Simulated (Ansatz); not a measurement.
# SnSe$_{2}$: an elastic constant from a strain scan

Theory: Ansatz 0.2.0, DFT PBEsol, scalar-relativistic, plane waves, PAW. Cutoff 420 eV, Γ-centred 12×12×6 k-points, Gaussian smearing of 0.05 eV. No spin polarisation. Energies are free energies at this smearing, counted from the undisturbed cell; pressure is positive in compression.

Zero of the scan (relaxed at this level):

```
CELL_PARAMETERS angstrom
3.81892 0.00000 0.00000
-1.90946 3.30728 0.00000
0.00000 0.00000 6.14557
ATOMIC_POSITIONS crystal
Sn 0.00000 0.00000 0.00000
Se 0.33333 0.66667 0.25807
Se 0.66667 0.33333 0.74193
```

The cell holds layers and no dispersion correction was added, so their binding is poorly described.

The cell is strained by ε times the Voigt pattern (1, -1, 0, 0, 0, 0) (xx, yy, zz, yz, xz, xy; engineering shear) with fractional coordinates fixed. The cell holds 3 atoms in V0 = 77.62 Å³. The stress column is τ = (1/V0) dE/dε, got from the stress tensor σ (compression positive) at each point as −det(1 + εP) σ : P(1 + εP)⁻¹, with P the pattern as a tensor.

| ε | ΔE (meV/atom) | τ (GPa) |
| --- | --- | --- |
| -0.0600 | 48.560 | -10.327 |
| -0.0300 | 11.564 | -4.901 |
| 0.0000 | 0.000 | 0.000 |
| 0.0150 | 2.685 | 2.192 |
| 0.0450 | 23.180 | 6.191 |
| 0.0600 | ? | ? |

Question: Which combination of elastic constants does this scan measure, and how large is it?

Answer: For small ε, τ = τ0 + Kε with K = pᵀCp, which for this pattern is C11 + C22 − 2 C12 in the Cartesian frame shown. The parabola through τ at ε = -0.0300, 0 and 0.0150 has slope K = 152 GPa at zero. The energies per cell, E = NΔE, of the same two points give K = 2[E(ε₊)/ε₊ − E(ε₋)/ε₋]/[(ε₊ − ε₋)V0] = 155 GPa, in agreement. These are clamped-ion values.

Question: Predict the withheld row at ε = 0.0600 from the harmonic law, and compare.

Answer: ΔE = V0(τ0 ε + Kε²/2)/N = 44.147 meV/atom and τ = 9.11 GPa. The calculation gives 40.403 meV/atom and 8.01 GPa: the energy lies 8 % below the harmonic value.

Forces appear on the atoms along this scan, and letting them relax would lower the energy and soften the response. The gap closes along the scan, which can put kinks into the curve.

Cost: 6 runs of about 2.7 core-minutes in all, on Intel Xeon Platinum 8259CL (Skylake/Cascade Lake) (shared hosts).